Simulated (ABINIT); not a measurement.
An input for ABINIT 10.8.3 (patched build) (CsH):

run.abi

```
ndtset 4

pp_dirpath "./"
pseudos "Cs.upf, H.upf"

acell 7.2157463725 7.2157463725 7.2157463725
rprim
     1.0000000000     0.0000000000     0.0000000000
     0.0000000000     1.0000000000     0.0000000000
     0.0000000000     0.0000000000     1.0000000000
ntypat 2
znucl 55 1
natom 2
typat 1 2
xred
            0.0            0.0            0.0
            1/2            1/2            1/2

ecut 43.0

kptopt 1
ngkpt 4 4 4
nshiftk 1
shiftk 0.0 0.0 0.0
istwfk *1

ixc -497498
usekden 1
nc_xccc_gspace 1
boxcutmin 3.0

occopt 1

nspinor 2
nspden 1
so_psp 2*1

nstep 80
diemac 6.0

iomode 3
prteig 0
prtebands 0

nband1 10
tolvrs1 1.0e-12
prtden1 1
prtwf1 0
prtkden1 1

iscf2 -2
getden2 1
getkden2 1
nband2 268
nbdbuf2 24
tolwfr2 1.0e-12
nstep2 120
prtden2 0

optdriver3 3
getwfk3 2
nband3 244
ecuteps3 8.0
ecutwfn3 26.0
inclvkb3 0
ppmodel3 1

optdriver4 4
getwfk4 2
nband4 244
ecuteps4 8.0
ecutsigx4 43.0
ecutwfn4 43.0
symsigma4 1
getscr4 3
ppmodel4 1
gw_qprange4 0
```

Potentials or basis: PseudoDojo NC FR PBE v0.4 stringent.

Run with:

```sh
$ mpirun --bind-to none -np 4 abinit run.abi > log 2>&1
```

**Question.** How does this run end?

**Answer.** The run stopped without a result. It printed:

run.abo:

```text
.Version 10.8.3 of ABINIT
 DATASET    1 : space group Pm -3 m (#221); Bravais cP (primitive cubic)
================================================================================
 Values of the parameters that define the memory need for DATASET  1.
     intxc =       0    ionmov =       0      iscf =       7    lmnmax =      24
     lnmax =      24     mgfft =      64  mpssoang =       7    mqgrid =    3001
     natom =       2  nloc_mem =       1    nspden =       1   nspinor =       2
[... 27 lines left out ...]
...

--- !ERROR
message: |
    Checking consistency of input data against itself gave 2 inconsistencies.
    The details of the problems can be FOUND ABOVE (or in output or log file), in an earlier WARNING.
    In parallel, the details might not even be printed there. Then, try running in sequential to see the details.
    Also, try to run abinit in sequential in dry-run mode with e.g., `abinit INPUT -d` to detect problems in the INPUT.
...
```

Among its messages:

```text
Context: the value of the variable ixc is -497498. The value of the input variable optdriver is 4, while it must be different from one of the following: 3 4 99 5 10 Action: you should change the input variables optdriver or ixc. Action: you should change the input variables optdriver or ixc.
Context: the value of the variable ixc is -497498. The value of the input variable optdriver is 3, while it must be different from one of the following: 3 4 99 5 10 Action: you should change the input variables optdriver or ixc.
```
